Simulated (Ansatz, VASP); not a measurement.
## Two plane-wave programs on Be2H

```
Be H
1.0
     2.53899    0.00000    0.00000
    -1.26949    2.19883    0.00000
     0.00000    0.00000    3.57694
Be H
2 1
Direct
  0.33333 0.66667 0.73885
  0.66667 0.33333 0.26115
  0.00000 0.00000 0.00000
```

Alike in both runs: functional PBE; k mesh 24 × 24 × 12; occupations gaussian, width 0.1 eV; no spin polarisation.

Ansatz relaxed the structure, and its values are those at the end. VASP's run is a single point on that final structure, the one shown.

```csv
,VASP,Ansatz
version,VASP 6.6.1,Ansatz 0.2.0
potentials or method,"VASP PAW PBE potentials, release 64 (Be, H)","scalar-relativistic, plane waves, PAW"
plane-wave cutoff (eV),520,420
valence electrons in the cell,5,5
```

```tsv
	VASP	Ansatz	Ansatz less VASP
gap on the k mesh at the Fermi level (eV)	none	none	-
pressure (GPa)	0.0	0.0	0.00
```

A gap of «none» marks a metal or a gap that the smearing closes.
